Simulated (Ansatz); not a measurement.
## A series in volume scale on Cu

Plane-wave DFT, scalar-relativistic PAW made under PBE with cores redone for the functional, no dispersion; the given relaxed cell is scaled uniformly, energy at zero smearing counts from the unscaled cell, pressure at the given Fermi-Dirac smearing is positive in compression. The results are calculated, by Ansatz 0.2.0.

The cell before it is scaled or strained (space group Im-3m, No. 229):
```
CELL_PARAMETERS angstrom
-1.44240 1.44240 1.44240
1.44240 -1.44240 1.44240
1.44240 1.44240 -1.44240
ATOMIC_POSITIONS crystal
Cu 0.00000 0.00000 0.00000
```

Settings of every row: spin polarised no; functional PBE; wave cutoff 420 eV; smearing width 0.1 eV; k mesh 25x25x25.

Atom starting moment: 0 on all atoms.

Limits: the cell comes from a prototype or a list of computed structures and needn't be the stable phase.

| row | volume scale | V (Å³/atom) | pressure (GPa) | energy change per atom (meV) |
| --- | --- | --- | --- | --- |
| 1 | 0.88 | 10.563 | 24.55 | 97.21 |
| 2 | 0.92 | 11.043 | 14.35 | 39.65 |
| 3 | 0.96 | 11.524 | ? | ? |
| 4 | 1.04 | 12.484 | -4.85 | 7.5 |
| 5 | 1.08 | 12.964 | -8.71 | 28.11 |
| 6 | 1.12 | 13.444 | -11.72 | 58.98 |

Question: what pressure and energy change per atom should row 3 give?

Worked fit of pressure. Take u = (V_r/V)^(2/3) − 1 with V_r = 12.484 Å³ an atom, which is twice the finite (Eulerian) strain; such expansions in the strain, on which the Birch-Murnaghan equation of state is built, carry the rest volume and the bulk modulus. The shown rows have u = 0.11783, 0.0852, 0, -0.02484, -0.04819. Least squares give pressure = −4.921 + 171.424 × u + 661.88 × u² GPa; a straight line predicts inner rows, each left out in turn, worse (root mean square 1.9 against 0.19 GPa). The rows lie off it by 0.08, -0.14, 0.07, 0.06, -0.08 (root mean square 0.09 GPa). The withheld row has u = 0.05479, so the fit gives −4.921 + 171.424 × (0.05479) + 661.88 × (0.05479)² = 6.46 GPa.

The calculation gave 6.36 GPa. The fit lies 0.10 GPa (1.6 % of the value, 0.28 % of the column's range) above it; its largest miss of a shown row is 0.14 GPa.

Worked fit of energy change per atom. Take u = (V_r/V)^(2/3) − 1 with V_r = 12.484 Å³ an atom, which is twice the finite (Eulerian) strain; such expansions in the strain, on which the Birch-Murnaghan equation of state is built, carry the rest volume and the bulk modulus. The shown rows have u = 0.11783, 0.0852, 0, -0.02484, -0.04819. Least squares give energy change per atom = 6.961 − 554.189 × u + 11157.09 × u² meV; a straight line predicts inner rows, each left out in turn, worse (root mean square 32 against 1.5 meV). The rows lie off it by 0.65, -1.08, 0.54, 0.50, -0.60 (root mean square 0.71 meV). The withheld row has u = 0.05479, so the fit gives 6.961 − 554.189 × (0.05479) + 11157.09 × (0.05479)² = 10.09 meV.

The calculation gave 9.2 meV. The fit lies 0.89 meV (9.7 % of the value, 0.99 % of the column's range) above it; its largest miss of a shown row is 1.08 meV.
